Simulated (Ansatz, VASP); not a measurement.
**RbBr: VASP beside Ansatz**

File INCAR:

```
PREC = Accurate
ENCUT = 520
EDIFF = 1E-6
ISMEAR = -1
SIGMA = 0.05
LREAL = F
LASPH = T
NELM = 60
ALGO = Normal
ISIF = 2
LWAVE = F
LCHARG = T
GGA = PE
LELF = T
LVHAR = T
NBANDS = 15
```

File KPOINTS:

```
regular mesh
0
Gamma
  9 9 9
```

Contents of POSCAR:

```
RbBr
1.0
    0.0000000000      3.4781275030      3.4781275030
    3.4781275030      0.0000000000      3.4781275030
    3.4781275030      3.4781275030      0.0000000000
Rb Br
1 1
Direct
    0.0000000000      0.0000000000      0.0000000000
    0.5000000000      0.5000000000      0.5000000000
```

Input for Ansatz:

```yaml
crystal:
  lattice:
    - [0.0, 3.478127503, 3.478127503]
    - [3.478127503, 0.0, 3.478127503]
    - [3.478127503, 3.478127503, 0.0]
  atoms:
    - { symbol: Rb, position: [0.0, 0.0, 0.0] }
    - { symbol: Br, position: [0.5, 0.5, 0.5] }
kpoints:
  mp_grid: { grid: [9, 9, 9] }
scf:
  occupations: { method: fermi_dirac, width: 0.05 }
hamiltonian:
  xc: pbe
  pseudopotentials: { kind: all_electron, lapw: { basis_error: 0.001 } }
output:
  forces: true
  stress: true
  eigenvalues: true
```

Change from the starting cell: volume scaled by 0.975.

Alike in both runs: task single point; functional PBE; k mesh 9 × 9 × 9; occupations fermi-dirac, width 0.05 eV; no spin polarisation.

```csv
,VASP,Ansatz
version,VASP 6.6.1,Ansatz 0.2.0
potentials or method,"VASP PAW PBE potentials, release 64 (Rb_sv, Br)","all-electron LAPW, scalar-relativistic"
plane-wave cutoff (eV),520,see its input
```

|  | VASP | Ansatz | Ansatz less VASP |
| --- | --- | --- | --- |
| gap on the k mesh at the Fermi level (eV) | 4.25 | 4.25 | +0.002 |
| pressure (GPa) | 0.4 | 0.3 | -0.02 |

Ansatz ran all-electron here, so the differences hold the error of VASP's frozen core and of both bases.

Caveats: an odd mesh through Γ misses points on the zone boundary, where band edges often lie.
